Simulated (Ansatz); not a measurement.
**BAs (F-43m): spin-orbit coupling beyond the local functionals**

Wanted: gaps of BAs (F-43m) with and without spin-orbit coupling, with cost.

Program: Ansatz 0.2.0. Level of theory: density functionals with and without spin-orbit coupling, plane waves, PAW. Results are calculated unless marked as measured.

**What was measured.**

- Gap 1.82 eV: indirect optical gap from absorption edge; UV-visible absorption; 300 K; bulk crystal (single crystal grown by chemical vapor transport) (“Basic Physical Properties of Cubic Boron Arsenide”, 2019, arxiv:1911.11281).

- Gap 4.12 eV: direct gap from square of absorption coefficient, average of two samples; spectroscopic ellipsometry; 300 K; bulk crystal (CVT-grown opaque bulk crystals) (“Optical properties of cubic boron arsenide”, 2019, arxiv:1911.04914).

- Gap 2.02 eV: indirect gap from square root of absorption coefficient, average of three samples; transmission and reflection spectroscopy; 300 K; bulk crystal (CVT-grown platelets about 10 um thick) (“Optical properties of cubic boron arsenide”, 2019, arxiv:1911.04914).

This is a report of a sequence of runs, with most program output left out.

### 1. The starting structure

Symmetry: F-43m, No. 216, cubic system. The conventional cell has a = 4.777 Å, b = 4.777 Å, c = 4.777 Å, α = 90.00°, β = 90.00°, γ = 90.00°. Nearest to B lie 4 As at 2.07 Å. Nearest to As lie 4 B at 2.07 Å. Farther neighbours are not listed.

Coordinates:

```cif
data_structure
_symmetry_space_group_name_H-M 'F-43m'
_symmetry_Int_Tables_number 216
_cell_length_a 4.7770
_cell_length_b 4.7770
_cell_length_c 4.7770
_cell_angle_alpha 90.000
_cell_angle_beta 90.000
_cell_angle_gamma 90.000
_cell_volume 109.01
loop_
_atom_site_label
_atom_site_type_symbol
_atom_site_symmetry_multiplicity
_atom_site_Wyckoff_symbol
_atom_site_fract_x
_atom_site_fract_y
_atom_site_fract_z
_atom_site_occupancy
B1 B 4 a 0.00000 0.00000 0.00000 1
As1 As 4 d 0.25000 0.25000 0.75000 1
```

The cell and positions come from the Crystallography Open Database and are kept as given unless a step says otherwise. The default PAW set here is soft_2. Its files were made with PBE.

### 2. HSE06, 4×4×4 mesh

This step: DFT, HSE06, plane waves, PAW.

input.yaml

```yaml
crystal:
  lattice:
    - [0.0, 2.3885, 2.3885]
    - [2.3885, 0.0, 2.3885]
    - [2.3885, 2.3885, 0.0]
  atoms:
    - { symbol: B, position: [0.0, 0.0, 0.0] }
    - { symbol: As, position: [0.25, 0.25, 0.25] }
kpoints:
  mp_grid: { grid: [4, 4, 4] }
  band_path:
    path:
      - [0.0, 0.0, 0.0]
      - [-0.5, -0.5, 0.0]
      - [-0.375, -0.375, 0.25]
      - [-0.375, 0.0, 0.375]
      - [0.0, 0.0, 0.5]
      - [-0.5, -0.25, 0.25]
      - [-0.4, -0.4, 0.0]
    npoints: 1
hamiltonian:
  xc: hse06
scf:
  occupations: { method: fixed }
  n_extra_bands: 4
output:
  eigenvalues: true
```

The run is started by

```sh
> ansatz run input.yaml --threads 3 --pin off --max-ram 92160MiB --backend cuda --events-out ev --progress --plain --runs-dir out --devices 1 --max-vram 13GiB  # rebuilt from the run's record
```

The job ended after 14 s (1 × NVIDIA H100 80GB HBM3 (shared by 6 runs) with 3 threads of AMD EPYC 7R13 (Zen 3), shared host; peak memory 1 GiB; 8.6 s of CPU time).

This step gave:

* gap: 1.867 eV
* valence top at: Γ
* conduction bottom at: k = (-0.400, -0.400, 0.000)
* least direct gap: 4.144 eV
* exact-exchange fraction: 0.25

The gap is indirect, with the least direct gap 2.28 eV higher.

### 3. HSE06+SOC, 4×4×4 mesh

The many-body steps leave out spin-orbit coupling, so its effect is taken from a two-component run, with twice the bands.

This step: DFT, HSE06 with spin-orbit coupling, plane waves, PAW.

input.yaml, as its differences from that of step 2:

```diff
@@ -24,4 +24,11 @@
   occupations: { method: fixed }
-  n_extra_bands: 4
+  n_extra_bands: 8
+magnetization:
+  noncollinear: true
+  spin_orbit: true
 output:
   eigenvalues: true
+  write_density: true
+  write_potential: true
+  elf: true
+  volumetric_format: npy
```

Elapsed: 21 s, on 1 × NVIDIA H100 80GB HBM3 (shared by 6 runs) with 3 threads; peak memory 1.2 GiB; 23 s of CPU time.

This step gave:

* gap: 1.794 eV
* valence top at: Γ
* conduction bottom at: k = (-0.400, -0.400, 0.000)
* least direct gap: 3.930 eV
* exact-exchange fraction: 0.25

The gap stands −0.07 eV against HSE06.

### 4. Together

Times are wall times on 1 × NVIDIA H100 80GB HBM3 (shared by 6 runs) with 3 threads of AMD EPYC 7R13 (Zen 3), shared host, good to a factor of about two.

```
level  gap (eV)  with coupling (eV)  change (eV)  time  with coupling
HSE06      1.87                1.79        −0.07  14 s           21 s
```

### 5. Summary of results

```yaml
hse06: 1.87 eV
hse06_soc: 1.79 eV
```

Spin-orbit coupling changes the gap by −0.07 eV and the least direct gap by −0.21 eV. Against experiment, by HSE06+SOC: the gap of 1.79 eV lies −0.03 eV from the measured 1.82 eV (indirect, 300 K, 2019); the direct gap of 3.93 eV lies −0.19 eV from the measured 4.12 eV (direct, 300 K, 2019); the gap of 1.79 eV lies −0.23 eV from the measured 2.02 eV (indirect, 300 K, 2019). An exciton line or allowed optical edge lies below the quasiparticle gap by the binding energy; a forbidden edge can push the onset above it. The lattice is static and excitons are left out.

[Paths, hosts, dates, memory and timing lines, banners, echoed tables and standing remarks are left out of the program output.]

[Logs are printed without paths, hosts, clocks, repeated set-up lines and the standing remarks that a program may print on its own settings, such as how far it seeks lower states.]

[Runs of the session that timed out or met a known fault of the program may be left out.]

[Cells called generated may have been cut or substituted from an entry of the Crystallography Open Database or the Materials Project.]

[Hosts, paths, dates, database ids (printed as entryN), source tags and the programs' standing remarks are cut or masked in the printed files.]
